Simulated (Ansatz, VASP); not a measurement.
Au in VASP and in Ansatz

Contents of POSCAR:

```
Au
1.0
    0.0000000000      2.0350000000      2.0350000000
    2.0350000000      0.0000000000      2.0350000000
    2.0350000000      2.0350000000      0.0000000000
Au
1
Direct
    0.0000000000      0.0000000000      0.0000000000
```

Contents of INCAR.step1:

```
SYSTEM = Au
  PREC = Accurate
  ENCUT = 520
  ISMEAR = -1
  SIGMA = 0.05
  LREAL = .FALSE.
  LASPH = .TRUE.
  NELM = 150
  MAGMOM = 0 0 0
  LSORBIT = .TRUE.
  GGA_COMPAT = .FALSE.
  LMAXMIX = 4
  NBANDS = 22
  GGA = PE
  ALGO = Normal
  EDIFF = 1E-4
  LWAVE = .TRUE.
  LCHARG = .FALSE.
```

File INCAR.step2:

```
SYSTEM = Au
  PREC = Accurate
  ENCUT = 520
  EDIFF = 1E-7
  ISMEAR = -1
  SIGMA = 0.05
  LREAL = .FALSE.
  LASPH = .TRUE.
  NELM = 150
  ALGO = Normal
  ISIF = 2
  LWAVE = .FALSE.
  LCHARG = .FALSE.
  MAGMOM = 0 0 0
  LORBIT = 11
  LSORBIT = .TRUE.
  GGA_COMPAT = .FALSE.
  LORBMOM = .TRUE.
  LMAXMIX = 4
  METAGGA = R2SCAN
  LMIXTAU = .TRUE.
  NBANDS = 22
  ISTART = 1
```

Contents of KPOINTS:

```
regular mesh
0
G
  11 11 11
  0 0 0
```

Contents of input.yaml:

```yaml
crystal:
  lattice:
    - [0.0, 2.035, 2.035]
    - [2.035, 0.0, 2.035]
    - [2.035, 2.035, 0.0]
  atoms:
    - { symbol: Au, position: [0.0, 0.0, 0.0] }
hamiltonian:
  xc: r2scan
  pseudopotentials: { kind: paw_fr }
magnetization:
  noncollinear: true
  spin_orbit: true
kpoints:
  mp_grid: { grid: [11, 11, 11] }
  band_path:
    path:
      - [[0.0, 0.0, 0.0], [0.5, 0.0, 0.5], [0.5, 0.25, 0.75], [0.375, 0.375, 0.75], [0.0, 0.0, 0.0], [0.5, 0.5, 0.5], [0.625, 0.25, 0.625], [0.5, 0.25, 0.75], [0.5, 0.5, 0.5], [0.375, 0.375, 0.75]]
      - [[0.625, 0.25, 0.625], [0.5, 0.0, 0.5]]
    npoints: 14
scf:
  occupations: { method: fermi_dirac, width: 0.05 }
  n_extra_bands: 6
output:
  forces: true
  stress: true
  eigenvalues: true
  fatbands: false
```

Alike in both runs: functional r2SCAN; k mesh 11 × 11 × 11; occupations fermi-dirac, width 0.05 eV; non-collinear spin, spin-orbit coupling.

|  | VASP | Ansatz |
| --- | --- | --- |
| version | VASP 6.6.1 | Ansatz 0.2.0 |
| potentials or method | VASP PAW PBE potentials, release 64 (Au) | Ansatz PAW |
| plane-wave cutoff (eV) | 520 | 500 |
| valence electrons in the cell | 11 | 19 |
| task | single point | band structure |

|  | VASP | Ansatz | Ansatz less VASP |
| --- | --- | --- | --- |
| gap on the k mesh at the Fermi level (eV) | none | none | - |
| pressure (GPa) | 6.0 | 5.3 | -0.78 |
| net moment per atom (μB) | 0.00 | 0.00 | 0.000 |

A gap of «none» marks a metal or a gap that the smearing closes. With one functional, cell and mesh, what is left measures potentials, basis and numerics. The two sets of potentials don't hold the same shells in valence.

Caveats: the PAW data sets were made with another functional, which shifts forces and pressure a little (VASP); the PAW data sets come from PBE, with cores solved anew for the run's functional, which leaves a small shift of forces and pressure (Ansatz).
